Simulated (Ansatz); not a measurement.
HfO$_{2}$: moving Hf off its site

HfO$_{2}$, Fm-3m, a = 5.115 Å (as given, not relaxed at this level: -8.4 GPa). This isn't the usual stable structure of the compound. Ansatz: r2SCAN, PAW, 500 eV, Γ-centred 6×6×6 mesh on 12 atoms, Gaussian smearing 0.05 eV; no spin polarisation.

```xyz
12
Lattice="5.1150 0.0000 0.0000 0.0000 -5.1150 0.0000 0.0000 0.0000 -5.1150" Properties=species:S:1:pos:R:3 pbc="T T T"
Hf    0.0000   -2.5575   -2.5575
Hf    2.5575    0.0000   -2.5575
Hf    2.5575   -2.5575    0.0000
Hf    0.0000    0.0000    0.0000
O     1.2788   -1.2788   -1.2788
O     3.8363   -3.8363   -1.2788
O     3.8363   -1.2788   -3.8363
O     1.2788   -3.8363   -3.8363
O     3.8363   -3.8363   -3.8363
O     1.2788   -1.2788   -3.8363
O     1.2788   -3.8363   -1.2788
O     3.8363   -1.2788   -1.2788
```

Atom 1 (Hf) moves by x along the unit vector (0.707, -0.707, 0.000), with its periodic images; all else is held. y is the free energy of the cell over the start, F the force along the path summed over the moved atoms. Symmetry makes y even in x.

```tsv
x (Å)	y (meV)	F (eV/Å)
-0.200	293.4	3.13
-0.100	69.7	1.42
0.000	0.0	0.00
0.025	4.3	-0.34
0.050	17.2	-0.69
0.075	38.9	-1.05
0.125	110.0	-1.81
0.150	?	?
0.175	221.2	-2.66
```

Problem. Fit y = c2 x² + c4 x⁴ to the energies of the other rows, give the force constant, and predict energy and force of the missing row.

Solution. Least squares on the rows shown. y = 6850.7 x² + 12119 x⁴. The force constant is 2 c2 = 13.7 eV/Å², for the cell as given, at -8.4 GPa (for all images moving together, not for a lone atom). The force −dy/dx at the missing row is -2.22 eV/Å (computed -2.22). At x = 0.150 the fit asked for gives 160.3 meV. The run gave 160.3 meV, the same to the digits shown.

Spin–orbit coupling is left out, which can shift energies with elements as heavy as these.

Cost: 9 runs of about 24 core-minutes in all, on Intel Xeon Platinum 8259CL (Skylake/Cascade Lake) (shared hosts).